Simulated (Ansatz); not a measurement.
The system is MgS (Niningerite).

```
CELL_PARAMETERS angstrom
0.00000 2.60165 2.60165
2.60165 0.00000 2.60165
2.60165 2.60165 0.00000
ATOMIC_POSITIONS crystal
S 0.50000 0.50000 0.50000
Mg 0.00000 0.00000 0.00000
```

Program: Ansatz 0.2.0. Alike in all runs: cell as given.

**Question.** Order these runs on this cell by their band gap on the k mesh, lowest first.
A. level LDA+D4; potentials or basis PseudoDojo stringent (PBEsol files); spin collinear, ferromagnetic start; k mesh 9 × 9 × 9; cutoff (eV) 1143; smearing methfessel-paxton 0.05 eV; points for each segment of the path 14; other keys scf.n_extra_bands = 32
B. level r2SCAN+rVV10; potentials or basis Ansatz NC; spin off; k mesh 9 × 9 × 9; cutoff (eV) 1143; smearing fermi-dirac 0.1 eV; points for each segment of the path 14; other keys basis.xc_grid = 4; hamiltonian.pseudopotentials = kind nc
C. level r2SCAN0+D3(BJ); potentials or basis Ansatz PAW; spin off; k mesh 5 × 5 × 5; cutoff (eV) 500; smearing fixed

**Answer.** A (2.62 eV), B (3.57 eV), C (5.40 eV).

Caveats: the k mesh misses the band edges, so the gap on the mesh is wider than the one along the path (some runs); the dispersion damping was fitted for another functional or another form of the correction (some runs); the starting moments weren't kept (some runs); odd divisions of the mesh miss points on the zone boundary, where band edges often lie, so the gap on the mesh can be too wide (some runs).
